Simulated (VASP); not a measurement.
# In (Im-3m) in VASP: a series of runs, part 2 of 2

VASP 6.6.1.

## (4) Equation of state, PBEsol, 26.15 Å³/atom (volume scaled by 0.98)

INCAR reads:

```
SYSTEM = In
  PREC = Accurate
  ENCUT = 520
  EDIFF = 1E-7
  ISMEAR = -1
  SIGMA = 0.05
  LREAL = .FALSE.
  LASPH = .TRUE.
  NELM = 80
  ALGO = Normal
  ISIF = 2
  LWAVE = .FALSE.
  LCHARG = .FALSE.
  GGA = PS
  NBANDS = 12
```

KPOINTS reads:

```
Automatic mesh
0
G
  10 10 10
  0 0 0
```

POSCAR reads:

```
In
1.0
   -1.8698904617      1.8698904617      1.8698904617
    1.8698904617     -1.8698904617      1.8698904617
    1.8698904617      1.8698904617     -1.8698904617
In
1
Direct
    0.0000000000      0.0000000000      0.0000000000
```

Started as:

```console
cat potpaw_PBE.64/In_d/POTCAR > POTCAR
mpirun -np 1 vasp_std > vasp.out
```

Run time: 9.4 s. Hardware: 1 thread of Intel Xeon Platinum 8259CL at 2.50GHz (Skylake/Cascade Lake), shared host; peak memory 0.14 GiB.

It converged, with:

* Free energy: -2.9770 eV
* Pressure: -0.6 GPa
* Band gap on the k mesh: none (metal or under the smearing width)

Caveat: the PAW data sets were made with another functional, which shifts forces and pressure a little.

## (5) Equation of state, PBEsol, 27.22 Å³/atom (volume scaled by 1.02)

INCAR is that of step 4.

KPOINTS is that of step 4.

POSCAR reads:

```
In
1.0
   -1.8949926579      1.8949926579      1.8949926579
    1.8949926579     -1.8949926579      1.8949926579
    1.8949926579      1.8949926579     -1.8949926579
In
1
Direct
    0.0000000000      0.0000000000      0.0000000000
```

Started as:

```console
cat potpaw_PBE.64/In_d/POTCAR > POTCAR
mpirun -np 1 vasp_std > vasp.out
```

Wall time 12 s (1 thread of Intel Xeon Platinum 8259CL at 2.50GHz (Skylake/Cascade Lake), shared host); peak memory 0.13 GiB.

It converged, with:

| Property | Result |
| --- | --- |
| Free energy | -2.9685 eV |
| Pressure | -2.0 GPa |
| Band gap on the k mesh | none (metal or under the smearing width) |

Caveat: the PAW data sets were made with another functional, which shifts forces and pressure a little.

## (6) Equation of state, PBEsol, 27.75 Å³/atom (volume scaled by 1.04)

INCAR is that of step 5.

KPOINTS is that of step 5.

POSCAR reads:

```
In
1.0
   -1.9072981498      1.9072981498      1.9072981498
    1.9072981498     -1.9072981498      1.9072981498
    1.9072981498      1.9072981498     -1.9072981498
In
1
Direct
    0.0000000000      0.0000000000      0.0000000000
```

Potentials or basis: VASP PAW PBE potentials, release 64 (In_d).

Started as:

```console
cat potpaw_PBE.64/In_d/POTCAR > POTCAR
mpirun -np 1 vasp_std > vasp.out
```

Run time: 26 s. Hardware: 1 thread of Intel Xeon Platinum 8259CL at 2.50GHz (Skylake/Cascade Lake), shared host; peak memory 0.16 GiB.

Results (log left out):

```yaml
Free_energy: -2.9610 eV
Pressure: -2.6 GPa
Band_gap_on_the_k_mesh: none (metal or under the smearing width)
```

Caveat: the PAW data sets were made with another functional, which shifts forces and pressure a little.

## (7) Equation of state, PBEsol, 28.29 Å³/atom (volume scaled by 1.06)

INCAR is that of step 6.

KPOINTS is that of step 6.

POSCAR reads:

```
In
1.0
   -1.9194468732      1.9194468732      1.9194468732
    1.9194468732     -1.9194468732      1.9194468732
    1.9194468732      1.9194468732     -1.9194468732
In
1
Direct
    0.0000000000      0.0000000000      0.0000000000
```

Started as:

```console
cat potpaw_PBE.64/In_d/POTCAR > POTCAR
mpirun -np 1 vasp_std > vasp.out
```

It took 27 s on 1 thread of Intel Xeon Platinum 8259CL at 2.50GHz (Skylake/Cascade Lake), shared host; peak memory 0.15 GiB.

The run converged. Its results:

| Item | Value |
| --- | --- |
| Free energy | -2.9516 eV |
| Pressure | -3.2 GPa |
| Band gap on the k mesh | none (metal or under the smearing width) |

Caveat: the PAW data sets were made with another functional, which shifts forces and pressure a little.

## (8) Equation of state, PBEsol

No new run: the results of the series are fitted here.

Results:

```
Equilibrium volume                      : 25.81 Å³/atom
Bulk modulus                            : 42 GPa
Pressure derivative of the bulk modulus : 4.7
```

Energy against volume, from the lowest point:
| volume (Å³/atom) | energy (meV/atom) |
| --- | --- |
| 25.085 | 2.59 |
| 25.618 | 0.00 |
| 26.152 | 0.41 |
| 26.686 | 3.49 |
| 27.220 | 8.91 |
| 27.753 | 16.44 |
| 28.287 | 25.84 |

Caveat: the PAW data sets were made with another functional, which shifts forces and pressure a little.

## (9) Equation of state, PBE, 25.08 Å³/atom (volume scaled by 0.94)

INCAR reads:

```
PREC = Accurate
ENCUT = 520
EDIFF = 1E-7
ISMEAR = -1
SIGMA = 0.05
LREAL = F
LASPH = T
NELM = 80
ALGO = Normal
ISIF = 2
LWAVE = F
LCHARG = F
GGA = PE
NBANDS = 12
```

KPOINTS reads:

```
regular mesh
0
Gamma
  10 10 10
```

POSCAR reads:

```
In
1.0
   -1.8440955744      1.8440955744      1.8440955744
    1.8440955744     -1.8440955744      1.8440955744
    1.8440955744      1.8440955744     -1.8440955744
In
1
Direct
    0.0000000000      0.0000000000      0.0000000000
```

Potentials or basis: VASP PAW PBE potentials, release 64 (In_d).

Started as:

```console
cat potpaw_PBE.64/In_d/POTCAR > POTCAR
mpirun -np 1 vasp_std > vasp.out
```

Wall time 6.1 s (1 thread of Intel Xeon Platinum 8488C (Sapphire Rapids), shared host); peak memory 0.13 GiB.

The run converged. Its results:

| Quantity | Value |
| --- | --- |
| Free energy | -2.5227 eV |
| Pressure | 4.4 GPa |
| Band gap on the k mesh | none (metal or under the smearing width) |

## (10) Equation of state, PBE, 25.62 Å³/atom (volume scaled by 0.96)

INCAR reads:

```
PREC = Accurate
ENCUT = 520
EDIFF = 1E-7
ISMEAR = -1
SIGMA = 0.05
LREAL = False
LASPH = True
NELM = 80
ALGO = Normal
ISIF = 2
LWAVE = False
LCHARG = False
GGA = PE
NBANDS = 12
```

KPOINTS is that of step 9.

POSCAR reads:

```
In
1.0
   -1.8570825908      1.8570825908      1.8570825908
    1.8570825908     -1.8570825908      1.8570825908
    1.8570825908      1.8570825908     -1.8570825908
In
1
Direct
    0.0000000000      0.0000000000      0.0000000000
```

Started as:

```console
cat potpaw_PBE.64/In_d/POTCAR > POTCAR
mpirun -np 1 vasp_std > vasp.out
```

Run time: 6.9 s. Hardware: 1 thread of Intel Xeon Platinum 8488C (Sapphire Rapids), shared host; peak memory 0.14 GiB.

Results (log left out):

- Free energy: -2.5358 eV
- Pressure: 3.3 GPa
- Band gap on the k mesh: none (metal or under the smearing width)

## (11) Equation of state, PBE, 26.15 Å³/atom (volume scaled by 0.98)

INCAR reads:

```
SYSTEM = In
  ALGO = Normal
  EDIFF = 1E-7
  ENCUT = 520
  GGA = PE
  ISIF = 2
  ISMEAR = -1
  LASPH = .True.
  LCHARG = .False.
  LREAL = .False.
  LWAVE = .False.
  NBANDS = 12
  NELM = 100
  PREC = Accurate
  SIGMA = 0.05
```

KPOINTS reads:

```
k-points
0
Gamma
  10 10 10
  0 0 0
```

POSCAR reads:

```
In
1.0
   -1.8698904617      1.8698904617      1.8698904617
    1.8698904617     -1.8698904617      1.8698904617
    1.8698904617      1.8698904617     -1.8698904617
In
1
Direct
    0.0000000000      0.0000000000      0.0000000000
```

Started as:

```console
cat potpaw_PBE.64/In_d/POTCAR > POTCAR
mpirun -np 1 vasp_std > vasp.out
```

It took 7.1 s on 1 thread of Intel Xeon Platinum 8488C (Sapphire Rapids), shared host; peak memory 0.13 GiB.

The run converged. Its results:

| Property | Result |
| --- | --- |
| Free energy | -2.5454 eV |
| Pressure | 2.3 GPa |
| Band gap on the k mesh | none (metal or under the smearing width) |

## (12) Equation of state, PBE, 27.22 Å³/atom (volume scaled by 1.02)

INCAR reads:

```
ALGO     = Normal         # electronic algorithm
EDIFF    = 1E-7           # SCF threshold, eV
ENCUT    = 520            # plane-wave cutoff, eV
GGA      = PE             # functional
ISIF     = 2              # what is computed and relaxed
ISMEAR   = -1             # smearing method
LASPH    = T              # aspherical terms in the spheres
LCHARG   = F              # write CHGCAR
LREAL    = F              # projectors in reciprocal space
LWAVE    = F              # write WAVECAR
NBANDS   = 12             # bands
NELM     = 60             # most SCF steps
PREC     = Accurate       # precision mode
SIGMA    = 0.05           # smearing width, eV
```

KPOINTS reads:

```
k-points
0
Gamma
  10 10 10
```

POSCAR reads:

```
In
1.0
   -1.8949926579      1.8949926579      1.8949926579
    1.8949926579     -1.8949926579      1.8949926579
    1.8949926579      1.8949926579     -1.8949926579
In
1
Direct
    0.0000000000      0.0000000000      0.0000000000
```

Potentials or basis: VASP PAW PBE potentials, release 64 (In_d).

Started as:

```console
cat potpaw_PBE.64/In_d/POTCAR > POTCAR
mpirun -np 1 vasp_std > vasp.out
```

It took 8.3 s on 1 thread of Intel Xeon Platinum 8488C (Sapphire Rapids), shared host; peak memory 0.14 GiB.

Results (log left out):

```yaml
Free_energy: -2.5558 eV
Pressure: 0.7 GPa
Band_gap_on_the_k_mesh: none (metal or under the smearing width)
```

## (13) Equation of state, PBE, 27.75 Å³/atom (volume scaled by 1.04)

INCAR reads:

```
SYSTEM = In
PREC = Accurate
ENCUT = 520
EDIFF = 1E-7
ISMEAR = -1
SIGMA = 0.05
LREAL = .FALSE.
LASPH = .TRUE.
NELM = 100
ALGO = Normal
ISIF = 2
LWAVE = .FALSE.
LCHARG = .FALSE.
GGA = PE
NBANDS = 12
```

KPOINTS reads:

```
regular mesh
0
G
  10 10 10
  0 0 0
```

POSCAR reads:

```
In
1.0
   -1.9072981498      1.9072981498      1.9072981498
    1.9072981498     -1.9072981498      1.9072981498
    1.9072981498      1.9072981498     -1.9072981498
In
1
Direct
    0.0000000000      0.0000000000      0.0000000000
```

Started as:

```console
cat potpaw_PBE.64/In_d/POTCAR > POTCAR
mpirun -np 1 vasp_std > vasp.out
```

Wall time 12 s (1 thread of Intel Xeon Platinum 8488C (Sapphire Rapids), shared host); peak memory 0.15 GiB.

It converged, with:

| Property | Result |
| --- | --- |
| Free energy | -2.5573 eV |
| Pressure | 0.0 GPa |
| Band gap on the k mesh | none (metal or under the smearing width) |

## (14) Equation of state, PBE, 28.29 Å³/atom (volume scaled by 1.06)

INCAR reads:

```
  PREC = Accurate
  ENCUT = 520
  EDIFF = 1E-7
  ISMEAR = -1
  SIGMA = 0.05
  LREAL = F
  LASPH = T
  NELM = 80
  ALGO = Normal
  ISIF = 2
  LWAVE = F
  LCHARG = F
  GGA = PE
  NBANDS = 12
```

KPOINTS reads:

```
regular mesh
0
Gamma
  10 10 10
```

POSCAR reads:

```
In
1.0
   -1.9194468732      1.9194468732      1.9194468732
    1.9194468732     -1.9194468732      1.9194468732
    1.9194468732      1.9194468732     -1.9194468732
In
1
Direct
    0.0000000000      0.0000000000      0.0000000000
```

Started as:

```console
cat potpaw_PBE.64/In_d/POTCAR > POTCAR
mpirun -np 1 vasp_std > vasp.out
```

It took 13 s on 1 thread of Intel Xeon Platinum 8488C (Sapphire Rapids), shared host; peak memory 0.15 GiB.

It converged, with:

| Property | Result |
| --- | --- |
| Free energy | -2.5565 eV |
| Pressure | -0.6 GPa |
| Band gap on the k mesh | none (metal or under the smearing width) |

## (15) Equation of state, PBE

Potentials or basis: VASP PAW PBE potentials, release 64 (In_d).

No new run: the results of the series are fitted here.

What came out:

```
Equilibrium volume                      : 27.83 Å³/atom
Bulk modulus                            : 34 GPa
Pressure derivative of the bulk modulus : 4.8
```

Energy against volume, from the lowest point:
```
volume (Å³/atom)  energy (meV/atom)
          25.085              34.57
          25.618              21.53
          26.152              11.91
          26.686               5.32
          27.220               1.44
          27.753               0.00
          28.287               0.74
```
